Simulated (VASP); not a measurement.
Wanted: the native input for a VASP 6.6.1 run.

```
Task                   : relaxation of cell and atoms
Functional             : PBEsol
Potentials or basis    : VASP PAW PBE potentials, release 64 (Bi_d)
Cutoff                 : 600 eV
k mesh                 : 16 × 16 × 16
Occupations            : methfessel-paxton, width 0.2 eV
Spin                   : no spin polarisation
Target pressure        : 10.1 GPa
Dipole correction      : no
Further INCAR settings : ALGO = Fast; EDIFF = 1e-06; IBRION = 2; EDIFFG = -0.002; NSW = 100; ISIF = 3
Target pressure        : 10.1 GPa
```

The structure of Bi lies in POSCAR:

```
Bi
1.0
   -1.8771250082      1.8771250082      1.8771250082
    1.8771250082     -1.8771250082      1.8771250082
    1.8771250082      1.8771250082     -1.8771250082
Bi
1
Direct
    0.0000000000      0.0000000000      0.0000000000
```

This isn't the form of Bi at room conditions, which is rhombohedral.

The input as run:

INCAR

```
SYSTEM = Bi
ALGO = Fast ; EDIFF = 1E-6
EDIFFG = -0.002 ; ENCUT = 600
GGA = PS ; IBRION = 2
ISIF = 3 ; ISMEAR = 1
LASPH = .True. ; LCHARG = .False.
LREAL = .False. ; LWAVE = .False.
NELM = 100 ; NSW = 100
PREC = Accurate ; PSTRESS = 101.0
SIGMA = 0.2
```

KPOINTS

```
k-points
0
Gamma
  16 16 16
  0 0 0
```

Potentials or basis: VASP PAW PBE potentials, release 64 (Bi_d).

Launch:

```bash
$ cat potpaw_PBE.64/Bi_d/POTCAR > POTCAR
$ mpirun -np 1 vasp_std > vasp.out
```

Results of the run:

| Quantity | Value |
| --- | --- |
| Relaxed volume | 26.47 Å³/atom |
| Relaxed cell | a = 3.252 Å, b = 3.252 Å, c = 3.252 Å, α = 109.47°, β = 109.47°, γ = 109.47° |
| Space group after relaxing (to 0.05 Å) | Im-3m (No. 229) |
| Energy change on relaxing (the enthalpy is what falls) | -0.6 meV/atom |
| Ionic steps | 2 |
| Pressure after relaxing | 10.1 GPa |
| Band gap on the k mesh | none (metal or under the smearing width) |

Caveat: the cell is relaxed towards a set pressure, so the enthalpy falls and the energy may rise; the PAW data sets were made with another functional, which shifts forces and pressure a little; spin-orbit coupling is left out, which moves the levels of the heavy elements.

It took 46 s on 1 thread of Intel(R) Xeon(R) Platinum 8488C (Sapphire Rapids), with other jobs on the host, peak memory 0.19 GiB.
